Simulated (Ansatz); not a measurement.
The system is Ca.

```
Ca
1.0
     0.00000    2.79420    2.79420
     2.79420    0.00000    2.79420
     2.79420    2.79420    0.00000
Ca
1
Direct
  0.00000 0.00000 0.00000
```

| Quantity | Value |
| --- | --- |
| Program | Ansatz 0.2.0 |
| Task | relaxation of cell and atoms |
| Functional | PBEsol |
| Potentials or basis | PseudoDojo PBEsol |
| Cutoff | 925 eV |
| Density cutoff | 3701 eV |
| k mesh | 8 × 8 × 8 |
| Occupations | fermi-dirac, width 0.15 eV |
| Spin | no spin polarisation |

At the start: volume 43.63 Å³/atom.

Task: Where does the relaxation end?

Result: Over 5 steps the energy falls by 11.1 meV/atom and the volume is 40.68 Å³/atom (-6.8 %); space group Fm-3m (No. 225, to 0.05 Å).

Step by step:
| step | energy change (eV) | largest force (eV/Å) | volume (Å³) |
| --- | --- | --- | --- |
| 1 | 0.0000 | 0.0000 | 43.63 |
| 2 | -0.0074 | 0.0000 | 42.37 |
| 3 | -0.0113 | 0.0000 | 40.55 |
| 4 | -0.0113 | 0.0000 | 40.68 |
| 5 | -0.0111 | 0.0000 | 40.68 |

Final structure:
```cif
data_structure
_symmetry_space_group_name_H-M 'P 1'
_symmetry_Int_Tables_number 1
_cell_length_a 3.8557
_cell_length_b 3.8557
_cell_length_c 3.8557
_cell_angle_alpha 60.162
_cell_angle_beta 60.162
_cell_angle_gamma 60.162
_cell_volume 40.68
loop_
_atom_site_label
_atom_site_type_symbol
_atom_site_fract_x
_atom_site_fract_y
_atom_site_fract_z
_atom_site_occupancy
Ca1 Ca 0.00000 0.00000 0.00000 1
```
